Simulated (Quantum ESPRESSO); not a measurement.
Runs of Quantum ESPRESSO 7.5 on Bi. Symmetry: C2/m, No. 12, monoclinic system. Conventional cell: a = 6.977 Å, b = 6.265 Å, c = 3.359 Å, α = 90.00°, β = 112.04°, γ = 90.00°. Bi (site symmetry m) has 6 Bi at 3.21 to 3.45 Å as nearest neighbours. This isn't the form of Bi at room conditions, which is rhombohedral.

```csv
task,level,potentials or basis,cell,k mesh,SCF threshold,symmetry,mesh quality,gap on the mesh (eV),pressure (GPa),V0 of scaled cells (Å³/atom),B0 (GPa),largest force (eV/Å)
equation of state,PBEsol,PseudoDojo 0.4.1 SR PBEsol standard,as given,6 × 6 × 9,4e-10 Ry,-,not flagged,-,-,32.41,56,-
equation of state,r2SCAN,SG15 PBE 1.2,as given,3 × 3 × 5,1e-08 Ry,off,coarse,-,-,(a),55,-
single point,PBEsol,PseudoDojo 0.4.1 SR PBEsol standard,as given,6 × 6 × 9,4e-10 Ry,-,not flagged,none,-2.5,-,-,0.05
band structure,PBEsol,PseudoDojo 0.4.1 SR PBEsol standard,as given,6 × 6 × 9,4e-10 Ry,-,not flagged,none,-2.5,-,-,0.05
single point,PBEsol,PseudoDojo 0.4.1 SR PBEsol standard,"atoms moved at random, drawn with an rms of 0.05 Å",6 × 6 × 9,4e-10 Ry,-,not flagged,none,-2.6,-,-,0.10
```

Alike in all rows: no spin polarisation; cutoff (eV) 898; smearing fermi-dirac 0.05 eV.

Problem. Fill in the values left out.

Solution. (a) 32.60.

Caveats: some runs use coarse meshes; spin-orbit coupling is left out, which moves the levels of the heavy elements; the cell was scaled at fixed shape and fractional positions, which overstates the stiffness of a crystal with free parameters, most of all of layers and chains (some runs); the potentials were made for another functional, which shifts forces and pressure (some runs); some levels on the path didn't converge (some runs).

A k mesh can miss the band edges, and the runs leave out spin-orbit coupling on Bi.

A gap of «none» marks a metal or a gap under the smearing width.
